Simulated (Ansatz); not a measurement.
NiO2 in Ansatz: the effect of functional

NiO2:

```
CELL_PARAMETERS angstrom
2.81732 0.00000 0.00000
-1.40866 2.43987 0.00000
0.00000 0.00000 4.64886
ATOMIC_POSITIONS crystal
Ni 0.00000 0.00000 0.50000
O 0.33333 0.66667 0.29396
O 0.66667 0.33333 0.70604
```

The cell comes from a database or a generator and needn't be the stable form of this composition.

The cell isn't the ideal one: volume scaled by 1.02.

Alike in all runs:

- Program: Ansatz 0.2.0
- Task: single point
- Potentials or basis: Ansatz PAW
- k mesh: 11 × 11 × 6
- Occupations: fermi-dirac, width 0.05 eV
- Spin: collinear spin, ferromagnetic start
- Starting moments: [1.0, 0.0, 0.0] μB

| functional | cutoff | gap on the mesh (eV) | pressure (GPa) | largest force (eV/Å) |
| --- | --- | --- | --- | --- |
| LDA | 420 eV (not typed: the program's choice for these potentials) | ? | ? | ? |
| PBEsol | 420 eV (not typed: the program's choice for these potentials) | 0.87 | -8.0 | 0.72 |
| r2SCAN | 500 eV (not typed: the program's choice for these potentials) | 1.36 | -9.0 | 0.68 |

Q: What does the run with functional LDA give?

A: gap on the mesh 0.79 eV; pressure -14.5 GPa; largest force 1.11 eV/Å.

Caveats: odd divisions of the mesh miss points on the zone boundary, where band edges often lie, so the gap on the mesh can be too wide; the PAW data sets come from PBE, with cores solved anew for the run's functional, which leaves a small shift of forces and pressure; the starting moments weren't kept; forces of over 1 eV/Å show positions far from the minimum, so gaps and moduli don't describe the material at rest (some runs); the magnetic or orbital state may not be the lowest (some runs).

A k mesh can miss the band edges.
